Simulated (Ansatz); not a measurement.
# C (P6_3/mmc) in Ansatz: notebook

Runs on C. Level: PBE. Tasks: single point, equation of state.

The COD entry that gives the cell may itself be a prediction, so a difference from it is no test against experiment.

All numbers are computed with Ansatz 0.2.0; they aren't measurements. Logs are shortened: lines on timing, memory, paths and dates and some standing lists are left out, and cuts for length are marked.

## Step 1: Starting point

Symmetry: P6_3/mmc, No. 194, hexagonal system. Conventional cell: a = 2.522 Å, b = 2.522 Å, c = 8.237 Å, α = 90.00°, β = 90.00°, γ = 120.00°. C (site symmetry 3m) has 4 C at 1.54 Å as nearest neighbours. Around C (site symmetry 3m) lie 4 C at 1.54 Å.

This is a hexagonal form of diamond, not graphite.

## Step 2: Single point, PBE, 5.33 Å³/atom (volume scaled by 0.94)

Input file input.yaml:

```yaml
crystal:
  lattice:
    - [2.4706141248, 0.0, 0.0]
    - [-1.2353070624, 2.139614595, 0.0]
    - [0.0, 0.0, 8.0689487361]
  atoms:
    - { symbol: C, position: [0.6666666667, 0.3333333333, 0.84375] }
    - { symbol: C, position: [0.3333333333, 0.6666666667, 0.34375] }
    - { symbol: C, position: [0.6666666667, 0.3333333333, 0.65625] }
    - { symbol: C, position: [0.3333333333, 0.6666666667, 0.15625] }
    - { symbol: C, position: [0.0, 0.0, 0.90625] }
    - { symbol: C, position: [0.0, 0.0, 0.40625] }
    - { symbol: C, position: [0.0, 0.0, 0.59375] }
    - { symbol: C, position: [0.0, 0.0, 0.09375] }
hamiltonian:
  xc: pbe
  pseudopotentials: { kind: nc, accuracy: stringent }
kpoints:
  mp_grid: { grid: [12, 12, 4] }
scf:
  occupations: { method: fermi_dirac, width: 0.05 }
output:
  forces: true
  stress: true
  eigenvalues: true
```

Potentials or basis: PseudoDojo stringent (PBE files).

Started as:

```sh
> ansatz run input.yaml --threads 2 --pin off --max-ram 5120MiB --backend cpu --events-out ev --progress --plain --runs-dir out
```

The log of the run:

```text
Warning: The stringent table, which hamiltonian.pseudopotentials names, holds the potential of the library's standard table for C (one content_sha256, or a second file that the publisher made of the same generator input, which states another). The run takes no other species from the library, so that hamiltonian.pseudopotentials.accuracy: standard would change no potential of it. The deck needs no change, but a comparison with a run at hamiltonian.pseudopotentials.accuracy: standard does not test the potential of C. With hamiltonian.pseudopotentials.accuracy and source left out a run reads another potential of C, from this project's own files. To test it, run on another potential, such as that of hamiltonian.pseudopotentials: {kind: paw}
Warning: RAYON_NUM_THREADS=2 ignored (pool sized by the plan → 2); use --threads N
Engine: ansatz 0.2.0, x86_64-unknown-linux-gnu
Pseudopotentials: kind: nc
Pseudopotential: C, nc, valence charge 4, recommended cutoff 1115.666836 eV (normal), C.nc.azcp (PseudoDojo's, or run here from an input of PseudoDojo's; its table is named by hamiltonian.pseudopotentials.accuracy)
Functional definition: PBE
  parameter kappa = 0.804
  parameter beta = 0.06672455060314922
  exchange = pbe_x(kappa = kappa, mu = beta*pi^2/3)
  correlation = pbe_c(beta = beta)
Crystal: 8 atoms, lattice volume = 42.654 Å³
Basis set: ecut = 1115.666836 eV, 3607 PW (Γ), exchange–correlation on 54×54×180 points (8 copies of the dense FFT grid, shifted against one another)
Bands: 24, of which v1, the nominal top of the filled ones, is band 16 counted from 1 (15 counted from 0)
Symmetry: 24 space group operations
Space group: P63/mmc (ITA 194), of the structure as read, at distance tolerance 3.5e-5 Å
k-points: 57 of 576
Non-local potential: C, projectors of the file, l = 0: 2, l = 1: 2
Initial density: superposition of atomic densities (chi_scale 0.1, normalization cell)
Initial wavefunctions: pseudopotential atomic-orbital guess
Functional: x = pbe(κ = 0.804, μ = 0.2195149727645171), c = pbe(β = 0.06672455060314922)
SCF iter   1: F=—  HF=-1312.712806 eV  |F-HF|=—  |Δ(HF+E_count)|=         —  Δρ=1.56e-1  dr2=7.31e0  ethr=3.10e-3  ⟨swp⟩=6.3  Hψ=7364  notcnv=0  defer=10
preconditioner: auto → none  [insulator: Δε(μ)=5.476 eV  Ē_g=17.971 eV  σ=0.050 eV  W_gap=1.00  n_scr=6 (ndim 8)  ℏωp=32.2 eV  f_vac=0.000  D(μ)=0.00/eV (n_scr^D=0)  ε∞_Penn≈4.2]
SCF iter   2: F=—  HF=-1310.159501 eV  |F-HF|=—  |Δ(HF+E_count)|=    2.55e0  Δρ=6.07e-2  dr2=1.01e0  ethr=3.10e-3  ⟨swp⟩=3.0  Hψ=3384  notcnv=0  defer=132
SCF iter   3: F=—  HF=-1309.854466 eV  |F-HF|=—  |Δ(HF+E_count)|=   3.05e-1  Δρ=6.22e-3  dr2=5.49e-3  ethr=3.10e-3  ⟨swp⟩=3.9  Hψ=2729  notcnv=0  defer=75
automatic band count: iteration 3 solves 23 bands in place of 24: the levels show a gap, and the empty bands left out lie too high to hold charge; the band table lists the bands solved (type scf.n_extra_bands for more)
SCF iter   4: F=—  HF=-1309.856676 eV  |F-HF|=—  |Δ(HF+E_count)|=   2.21e-3  Δρ=2.01e-3  dr2=2.62e-3  ethr=1.71e-5  ⟨swp⟩=2.3  Hψ=2426  notcnv=0  defer=75
SCF iter   5: F=—  HF=-1309.855900 eV  |F-HF|=—  |Δ(HF+E_count)|=   7.76e-4  Δρ=3.19e-4  dr2=1.42e-5  ethr=8.20e-6  ⟨swp⟩=2.2  Hψ=1959  notcnv=0  defer=75
SCF iter   6: F=—  HF=-1309.855930 eV  |F-HF|=—  |Δ(HF+E_count)|=   2.95e-5  Δρ=9.10e-5  dr2=1.01e-6  ethr=4.43e-8  ⟨swp⟩=2.1  Hψ=2202  notcnv=0  defer=75
SCF iter   7: F=-1309.855931 eV  HF=-1309.855931 eV  |F-HF|=3.50e-8  |Δ(HF+E_count)|=   1.79e-6  Δρ=1.20e-5  dr2=5.33e-8  ethr=3.13e-10  ⟨swp⟩=12.5  Hψ=7863  notcnv=0
SCF 1 converged in 7 iterations: F = -1309.855931 eV  dr2 = 5.33e-8
SCF converged after 7 iterations
Free energy (F): -1309.855931 eV
Harris-Foulkes:  -1309.855931 eV  (|F-HF|=3.50e-8)
Internal energy: -1309.855931 eV  (E = F + TS)
E sigma→0 (E₀):  -1309.855931 eV
Fermi energy:    16.929633 eV
--- Per-component energies (eV) ---
  E_band       = 164.113258
  E_kinetic    = 944.839175
  E_local      = -393.744083  (includes V_loc(G=0)·N_el)
  E_nonlocal   = -65.511441
  E_hartree    = 102.669462
  E_xc         = -478.315150
  E_vxc        = -526.808920  (∫ρ·V_xc dr)
  E_ewald      = -1419.793894
  E_smearing   = -0.000000  (= −TS)
  E_closure    = 0.000000  (closes the sum)
  Σ components = -1309.855931   (vs F -1309.855931, Δ=0.00e0)
--- Forces (eV/Å), atoms counted from 1 ---
  atom   1  C     -0.00000000    -0.00000000     0.35155965
  atom   2  C      0.00000000     0.00000000     0.35155965
  atom   3  C      0.00000000    -0.00000000    -0.35155965
  atom   4  C      0.00000000     0.00000000    -0.35155965
  atom   5  C     -0.00000000     0.00000000     0.37080718
  atom   6  C      0.00000000    -0.00000000     0.37080718
  atom   7  C     -0.00000000     0.00000000    -0.37080718
  atom   8  C      0.00000000    -0.00000000    -0.37080718
  max |Σ_I F_I| component: 1.11e-16 eV/Å
--- Stress (GPa, compression-positive) ---
       28.486037       0.000000       0.000000
        0.000000      28.486037       0.000000
        0.000000       0.000000      42.940499
  P = ⅓ Tr σ = 33.3042 GPa (333.042 kbar)
--- Band table (eV; the first three rows and the last of 57) ---
  k-point 0: bands = ["-7.8487", "-6.0818", "-6.0289", "-1.6707", "0.3894", "7.5953", "7.6791", "11.4238", "11.4238", "12.5575", "12.5575", "12.8002", "12.8002", "14.4147", "14.6555", "14.6555", "20.0117", "20.0117", "20.5778", "21.9154", "21.9154", "22.5841", "22.9541"]
  k-point 1: bands = ["-7.7357", "-6.8364", "-5.0629", "-2.5672", "1.4734", "5.4308", "9.8687", "11.5065", "11.5065", "12.1411", "12.1411", "13.3052", "13.3052", "13.6901", "14.4453", "14.4453", "20.2556", "20.2556", "20.9702", "21.5318", "21.5318", "22.3349", "23.2248"]
  k-point 2: bands = ["-7.3976", "-7.3976", "-3.8781", "-3.8781", "3.3409", "3.3409", "11.7505", "11.7505", "11.7505", "11.7505", "11.9816", "11.9816", "13.9298", "13.9298", "13.9298", "13.9298", "20.8510", "20.8510", "20.8510", "20.8510", "21.7188", "21.7188", "23.6238"]
  k-point 56: bands = ["-0.0769", "-0.0769", "0.0590", "0.0590", "2.3800", "2.3800", "3.2527", "3.2527", "4.7754", "4.7754", "5.5668", "5.5668", "8.9906", "8.9906", "9.2168", "9.2168", "19.9715", "19.9715", "25.0464", "25.0464", "26.2591", "26.2591", "26.9930"]
```

Run time: 4.3 s. Hardware: 2 threads of Intel Xeon Platinum 8259CL at 2.50GHz (Skylake/Cascade Lake), shared host; peak memory 0.51 GiB.

What came out:

- Free energy: -1309.8559 eV
- Pressure: 33.3 GPa
- Largest force: 0.371 eV/Å
- Band gap on the k mesh: 4.63 eV, indirect (least direct gap 5.36 eV)

## Step 3: Single point, PBE, 5.45 Å³/atom (volume scaled by 0.96)

Changes to input.yaml since step 2:

```diff
@@ -2,5 +2,5 @@
   lattice:
-    - [2.4706141248, 0.0, 0.0]
-    - [-1.2353070624, 2.139614595, 0.0]
-    - [0.0, 0.0, 8.0689487361]
+    - [2.4880133891, 0.0, 0.0]
+    - [-1.2440066945, 2.1546827999, 0.0]
+    - [0.0, 0.0, 8.125774191]
   atoms:
@@ -25 +25,5 @@
   eigenvalues: true
+  write_density: true
+  write_potential: true
+  elf: true
+  volumetric_format: npy
```

Potentials or basis: PseudoDojo stringent (PBE files).

Started as:

```sh
> ansatz run input.yaml --threads 2 --pin off --max-ram 5120MiB --backend cpu --events-out ev --progress --plain --runs-dir out
```

Run time: 6.1 s. Hardware: 2 threads of Intel Xeon Platinum 8259CL at 2.50GHz (Skylake/Cascade Lake), shared host; peak memory 0.52 GiB.

It converged, with:

```
Free energy            : -1310.0124 eV
Pressure               : 22.1 GPa
Largest force          : 0.356 eV/Å
Band gap on the k mesh : 4.58 eV, indirect (least direct gap 5.31 eV)
```

## Step 4: Single point, PBE, 5.56 Å³/atom (volume scaled by 0.98)

Changes to input.yaml since step 3:

```diff
@@ -2,5 +2,5 @@
   lattice:
-    - [2.4880133891, 0.0, 0.0]
-    - [-1.2440066945, 2.1546827999, 0.0]
-    - [0.0, 0.0, 8.125774191]
+    - [2.5051726443, 0.0, 0.0]
+    - [-1.2525863222, 2.1695431509, 0.0]
+    - [0.0, 0.0, 8.1818157839]
   atoms:
@@ -25,5 +25 @@
   eigenvalues: true
-  write_density: true
-  write_potential: true
-  elf: true
-  volumetric_format: npy
```

Started as:

```sh
> ansatz run input.yaml --threads 2 --pin off --max-ram 5120MiB --backend cpu --events-out ev --progress --plain --runs-dir out
```

Wall time 4.7 s (2 threads of Intel Xeon Platinum 8259CL at 2.50GHz (Skylake/Cascade Lake), shared host); peak memory 0.51 GiB.

Results (log left out):

```
Free energy            : -1310.1082 eV
Pressure               : 11.9 GPa
Largest force          : 0.342 eV/Å
Band gap on the k mesh : 4.52 eV, indirect (least direct gap 5.26 eV)
```

## Step 5: Single point, PBE, 5.67 Å³/atom

Changes to input.yaml since step 4:

```diff
@@ -2,5 +2,5 @@
   lattice:
-    - [2.5051726443, 0.0, 0.0]
-    - [-1.2525863222, 2.1695431509, 0.0]
-    - [0.0, 0.0, 8.1818157839]
+    - [2.5221, 0.0, 0.0]
+    - [-1.26105, 2.1842026709, 0.0]
+    - [0.0, 0.0, 8.2371]
   atoms:
```

Started as:

```sh
> ansatz run input.yaml --threads 2 --pin off --max-ram 5120MiB --backend cpu --events-out ev --progress --plain --runs-dir out
```

Run time: 4.8 s. Hardware: 2 threads of Intel Xeon Platinum 8259CL at 2.50GHz (Skylake/Cascade Lake), shared host; peak memory 0.53 GiB.

Results (log left out):

```yaml
Free_energy: -1310.1490 eV
Pressure: 2.6 GPa
Largest_force: 0.329 eV/Å
Band_gap_on_the_k_mesh: 4.47 eV, indirect (least direct gap 5.22 eV)
```

## Step 6: Single point, PBE, 5.79 Å³/atom (volume scaled by 1.02)

Changes to input.yaml since step 5:

```diff
@@ -2,5 +2,5 @@
   lattice:
-    - [2.5221, 0.0, 0.0]
-    - [-1.26105, 2.1842026709, 0.0]
-    - [0.0, 0.0, 8.2371]
+    - [2.5388031358, 0.0, 0.0]
+    - [-1.2694015679, 2.1986680108, 0.0]
+    - [0.0, 0.0, 8.2916519209]
   atoms:
@@ -25 +25,5 @@
   eigenvalues: true
+  write_density: true
+  write_potential: true
+  elf: true
+  volumetric_format: npy
```

Potentials or basis: PseudoDojo stringent (PBE files).

Started as:

```sh
> ansatz run input.yaml --threads 2 --pin off --max-ram 5120MiB --backend cpu --events-out ev --progress --plain --runs-dir out
```

Wall time 6.5 s (2 threads of Intel Xeon Platinum 8259CL at 2.50GHz (Skylake/Cascade Lake), shared host); peak memory 0.5 GiB.

Results (log left out):

```
Free energy            : -1310.1395 eV
Pressure               : -5.8 GPa
Largest force          : 0.317 eV/Å
Band gap on the k mesh : 4.42 eV, indirect (least direct gap 5.18 eV)
```

## Step 7: Single point, PBE, 5.90 Å³/atom (volume scaled by 1.04)

Changes to input.yaml since step 6:

```diff
@@ -2,5 +2,5 @@
   lattice:
-    - [2.5388031358, 0.0, 0.0]
-    - [-1.2694015679, 2.1986680108, 0.0]
-    - [0.0, 0.0, 8.2916519209]
+    - [2.5552893324, 0.0, 0.0]
+    - [-1.2776446662, 2.2129454759, 0.0]
+    - [0.0, 0.0, 8.3454953252]
   atoms:
@@ -25,5 +25 @@
   eigenvalues: true
-  write_density: true
-  write_potential: true
-  elf: true
-  volumetric_format: npy
```

Started as:

```sh
> ansatz run input.yaml --threads 2 --pin off --max-ram 5120MiB --backend cpu --events-out ev --progress --plain --runs-dir out
```

Wall time 4.8 s (2 threads of Intel Xeon Platinum 8259CL at 2.50GHz (Skylake/Cascade Lake), shared host); peak memory 0.53 GiB.

It converged, with:

- Free energy: -1310.0844 eV
- Pressure: -13.5 GPa
- Largest force: 0.305 eV/Å
- Band gap on the k mesh: 4.38 eV, indirect (least direct gap 5.13 eV)

## Step 8: Single point, PBE, 6.01 Å³/atom (volume scaled by 1.06)

Changes to input.yaml since step 7:

```diff
@@ -2,5 +2,5 @@
   lattice:
-    - [2.5552893324, 0.0, 0.0]
-    - [-1.2776446662, 2.2129454759, 0.0]
-    - [0.0, 0.0, 8.3454953252]
+    - [2.5715654994, 0.0, 0.0]
+    - [-1.2857827497, 2.22704105, 0.0]
+    - [0.0, 0.0, 8.3986527796]
   atoms:
```

Started as:

```sh
> ansatz run input.yaml --threads 2 --pin off --max-ram 5120MiB --backend cpu --events-out ev --progress --plain --runs-dir out
```

Wall time 5.1 s (2 threads of Intel Xeon Platinum 8259CL at 2.50GHz (Skylake/Cascade Lake), shared host); peak memory 0.53 GiB.

Results (log left out):

| Property | Result |
| --- | --- |
| Free energy | -1309.9876 eV |
| Pressure | -20.5 GPa |
| Largest force | 0.294 eV/Å |
| Band gap on the k mesh | 4.33 eV, indirect (least direct gap 5.09 eV) |

## Step 9: Equation of state, PBE

Potentials or basis: PseudoDojo stringent.

No new run: the results of the series are fitted here.

Results:

```yaml
Equilibrium_volume: 5.71 Å³/atom
Bulk_modulus_at_fixed_shape_and_positions: 433 GPa
Pressure_derivative_of_the_bulk_modulus: 3.7
```

Energy against volume, from the lowest point:
| volume (Å³/atom) | energy (meV/atom) |
| --- | --- |
| 5.332 | 36.63 |
| 5.445 | 17.08 |
| 5.559 | 5.09 |
| 5.672 | 0.00 |
| 5.785 | 1.18 |
| 5.899 | 8.07 |
| 6.012 | 20.17 |

Caveat: the cell was scaled at fixed shape and fractional positions, which overstates the stiffness of a crystal with free parameters, most of all of layers and chains.
